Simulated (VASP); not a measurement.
Crystal: Os.

```
Os
1.0
     2.73410    0.00000    0.00000
    -1.36705    2.36780    0.00000
     0.00000    0.00000    4.31970
Os
2
Direct
  0.66667 0.33333 0.75000
  0.33333 0.66667 0.25000
```

```yaml
Program: VASP 6.6.1
Task: relaxation of cell and atoms
Functional: PBE
Potentials_or_basis: VASP PAW PBE potentials, release 64 (Os)
Cutoff: 580 eV
k_mesh: 11 × 11 × 6
Occupations: fermi-dirac, width 0.05 eV
Spin: no spin polarisation
```

At the start: pressure 9.0 GPa; volume 13.98 Å³/atom.

Where does the relaxation end?

Over 9 steps the energy falls by 8.1 meV/atom and the volume is 14.28 Å³/atom (+2.1 %); space group P6_3/mmc (No. 194, to 0.05 Å).

The path:
| step | energy change (eV) | largest force (eV/Å) | pressure (GPa) | volume (Å³) |
| --- | --- | --- | --- | --- |
| 1 | 0.0000 | 0.0000 | 8.96 | 27.96 |
| 2 | 0.2535 | 0.0000 | -29.23 | 31.25 |
| 3 | -0.0161 | 0.0000 | -0.34 | 28.58 |
| 4 | -0.0161 | 0.0000 | -0.02 | 28.56 |
| 5 | -0.0161 | 0.0000 | 0.15 | 28.55 |
| 6 | -0.0161 | 0.0000 | 0.14 | 28.55 |
| 7 | -0.0161 | 0.0000 | 0.15 | 28.55 |
| 8 | -0.0161 | 0.0000 | -0.53 | 28.59 |
| 9 | -0.0161 | 0.0000 | -0.04 | 28.56 |

Final structure:
```xyz
2
Lattice="2.7538 0.0000 0.0000 -1.3769 2.3849 0.0000 0.0000 0.0000 4.3483" Properties=species:S:1:pos:R:3 pbc="T T T"
Os    1.3769    0.7950    3.2612
Os    0.0000    1.5899    1.0871
```
